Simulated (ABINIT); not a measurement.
Pd: relaxation of cell and atoms with PBE

The system is Pd.

```
CELL_PARAMETERS angstrom
2.78367 0.00000 0.00000
-1.39183 2.41072 0.00000
0.00000 0.00000 4.62889
ATOMIC_POSITIONS crystal
Pd 0.33333 0.66667 0.25000
Pd 0.66667 0.33333 0.75000
```

This isn't the form of Pd at room conditions, which is fcc.

```
Program                     : ABINIT 10.8.3 (patched build)
Task                        : relaxation of cell and atoms
Functional                  : PBE
Potentials or basis         : JTH PAW PBE v2.0
Cutoff                      : 599 eV
k mesh                      : 11 × 11 × 6
Occupations                 : fermi-dirac, width 0.05 eV
Spin                        : no spin polarisation
Cell freedom (optcell)      : 2
Cutoff smearing ecutsm (Ha) : 0.5
Optimiser (ionmov)          : 2
Force stop (Ha/bohr)        : 5e-05
Fine-grid cutoff            : 1197.3 eV
```

| Item | Value |
| --- | --- |
| Relaxed volume | 15.38 Å³/atom |
| Relaxed cell | a = 2.774 Å, b = 2.774 Å, c = 4.618 Å, α = 90.00°, β = 90.00°, γ = 120.00° |
| Space group after relaxing (to 0.05 Å) | P6_3/mmc (No. 194) |
| Energy gained by relaxing | 0.7 meV/atom |
| Ionic steps | 5 |
| Pressure after relaxing | 0.0 GPa |
| Band gap on the k mesh | none (metal or under the smearing width) |
| Valence electrons inside the program's atomic spheres | Pd 16.86 (radii [1.3291] Å) |

The path:
```
step  energy change (eV)  largest force (eV/Å)  pressure (GPa)  volume (Å³)
   1              0.0000                0.0000           -1.54        31.06
   2             -0.0011                0.0000           -0.78        30.92
   3             -0.0014                0.0000            0.00        30.77
   4             -0.0014                0.0000            0.00        30.77
   5             -0.0014                0.0000            0.01        30.77
```

Final structure:
```
Pd
1.0
     2.77368    0.00000    0.00000
    -1.38684    2.40208    0.00000
     0.00000    0.00000    4.61795
Pd
2
Cartesian
  0.0000 1.6014 1.1545
  1.3868 0.8007 3.4635
```

Levels at points of the mesh, in eV from the Fermi level:
| k point | band 14 | band 15 | band 16 | band 17 | band 18 | band 19 | band 20 | band 21 | band 22 |
| --- | --- | --- | --- | --- | --- | --- | --- | --- | --- |
| (0.00, 0.00, 0.00) | -2.25 | -2.25 | -1.58 | -1.58 | -0.24 | -0.24 | 0.98 | 6.65 | 17.00 |
| (0.00, 0.00, 0.50) | -2.62 | -2.62 | -2.62 | -0.67 | -0.67 | -0.67 | -0.67 | 13.70 | 13.70 |

Run time: 3.9 min on 1 thread of Arm Neoverse V2 (shared host), peak memory 0.18 GiB.
